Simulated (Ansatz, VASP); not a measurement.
**Two plane-wave programs on SiC**

File INCAR:

```
PREC     = Accurate       # precision mode
ENCUT    = 600            # plane-wave cutoff, eV
EDIFF    = 1E-7           # SCF threshold, eV
ISMEAR   = 0              # smearing method
SIGMA    = 0.1            # smearing width, eV
LREAL    = False          # projectors in reciprocal space
LASPH    = True           # aspherical terms in the spheres
NELM     = 100            # most SCF steps
ALGO     = Normal         # electronic algorithm
ISIF     = 3              # what is computed and relaxed
LWAVE    = False          # write WAVECAR
LCHARG   = False          # write CHGCAR
GGA      = PE             # functional
IBRION   = 2              # ionic algorithm
NSW      = 90             # ionic steps
EDIFFG   = -0.04          # ionic threshold
```

Contents of KPOINTS:

```
regular mesh
0
Gamma
  6 6 4
```

Contents of POSCAR:

```
SiC
1.0
    3.0759982300      0.0000000000      0.0000000000
   -1.5379991200      2.6638926100      0.0000000000
    0.0000000000      0.0000000000      5.0479998600
Si C
2 2
Direct
    0.3333333300      0.6666666700      0.0000000000
    0.6666666700      0.3333333300      0.5000000000
    0.3333333300      0.6666666700      0.3849999900
    0.6666666700      0.3333333300      0.8849999900
```

Input for Ansatz:

```yaml
crystal:
  lattice:
    - [3.07599823, 0.0, 0.0]
    - [-1.53799912, 2.66389261, 0.0]
    - [0.0, 0.0, 5.04799986]
  atoms:
    - { symbol: Si, position: [0.33333333, 0.66666667, 0.0] }
    - { symbol: Si, position: [0.66666667, 0.33333333, 0.5] }
    - { symbol: C, position: [0.33333333, 0.66666667, 0.38499999] }
    - { symbol: C, position: [0.66666667, 0.33333333, 0.88499999] }
basis:
  ecutwfc: 420
kpoints:
  mp_grid: { grid: [6, 6, 4] }
hamiltonian:
  xc: pbe
scf:
  occupations: { method: gaussian, width: 0.1 }
  lower_state_search: "off"
output:
  forces: true
  stress: true
  eigenvalues: true
relax:
  adjacent_minimum: "off"
  f_tol: 0.04
  max_steps: 70
  cell: { stress_tol: 0.4 }
```

Alike in both runs: task relaxation of cell and atoms; functional PBE; k mesh 6 × 6 × 4; occupations gaussian, width 0.1 eV; no spin polarisation.

```csv
,VASP,Ansatz
version,VASP 6.6.1,Ansatz 0.2.0
potentials or method,"VASP PAW PBE potentials, release 64 (Si, C)","scalar-relativistic, plane waves, PAW"
plane-wave cutoff (eV),600,420
valence electrons in the cell,16,16
```

VASP gave:

* gap on the k mesh at the Fermi level, each at its own relaxed structure (eV): 2.29
* relaxed volume (Å³/atom): 10.49
* relaxed cell length with the largest relative difference (Å): 3.090
* energy change over the relaxation (meV/atom): -10

**Question.** What did Ansatz give for the same quantities?

**Answer.** gap on the k mesh at the Fermi level, each at its own relaxed structure (eV): 2.30; relaxed volume (Å³/atom): 10.50; relaxed cell length with the largest relative difference (Å): 3.092; energy change over the relaxation (meV/atom): -11.

A k mesh can miss the band edges. Expect the measured gap to be larger: semilocal functionals such as PBE lack the derivative discontinuity. Zero-point motion and thermal expansion aren't in these numbers.
